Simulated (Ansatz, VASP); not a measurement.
**One calculation of Mg4Se, two programs**

```
Mg Se
1.0
     3.66804    0.00000    0.00000
    -1.83402    3.17662    0.00000
     0.00000    0.00000   10.41192
Mg Se
4 1
Direct
  0.33333 0.66667 0.84154
  0.33333 0.66667 0.38848
  0.66667 0.33333 0.15846
  0.66667 0.33333 0.61152
  0.00000 0.00000 0.00000
```

Change from the starting cell: species swapped into the Co4H type (P-3m1, No. 164).

Alike in both runs: functional PBE; k mesh 6 × 6 × 2; occupations gaussian, width 0.1 eV; no spin polarisation.

Ansatz relaxed the structure, and its values are those at the end. VASP's run is a single point on that final structure, the one shown.

```csv
,VASP,Ansatz
version,VASP 6.6.1,Ansatz 0.2.0
potentials or method,"VASP PAW PBE potentials, release 64 (Mg, Se)","scalar-relativistic, plane waves, PAW"
plane-wave cutoff (eV),520,420
valence electrons in the cell,14,56
```

VASP gave:

| Property | Result |
| --- | --- |
| gap on the k mesh at the Fermi level (eV) | none |
| pressure (GPa) | 0.0 |
| rms of the force components (eV/Å) | 0.003 |

Task: Estimate Ansatz's values.

Result: gap on the k mesh at the Fermi level (eV): none; pressure (GPa): 0.1; rms of the force components (eV/Å): 0.003.

A gap of «none» marks a metal or a gap that the smearing closes. The two sets of potentials don't hold the same shells in valence.
